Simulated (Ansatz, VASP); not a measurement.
HOs: VASP beside Ansatz

```
H Os
1.0
     3.13264    0.00000    0.00000
    -1.56632    2.71295    0.00000
     0.00000    0.00000    5.01682
H Os
2 2
Direct
  0.33333 0.66667 0.00000
  0.66667 0.33333 0.50000
  0.33333 0.66667 0.38210
  0.66667 0.33333 0.88210
```

Alike in both runs: task single point; functional PBE; k mesh 6 × 6 × 4; occupations gaussian, width 0.1 eV; no spin polarisation.

|  | VASP | Ansatz |
| --- | --- | --- |
| version | VASP 6.6.1 | Ansatz 0.2.0 |
| potentials or method | VASP PAW PBE potentials, release 64 (H, Os) | scalar-relativistic, plane waves, PAW |
| plane-wave cutoff (eV) | 520 | 420 |
| valence electrons in the cell | 18 | 34 |

|  | VASP | Ansatz | Ansatz less VASP |
| --- | --- | --- | --- |
| gap on the k mesh at the Fermi level (eV) | none | none | - |
| rms of the force components (eV/Å) | 0.009 | 0.008 | -0.0011 |

Atom by atom the forces differ by 0.001 eV/Å (rms over components). A gap of «none» marks a metal or a gap that the smearing closes. The two sets of potentials don't hold the same shells in valence.

Caveats: the k mesh is coarse (spacing up to 0.39 Å⁻¹), so the values aren't converged. The runs have no spin-orbit coupling, so splittings on Os are missing.
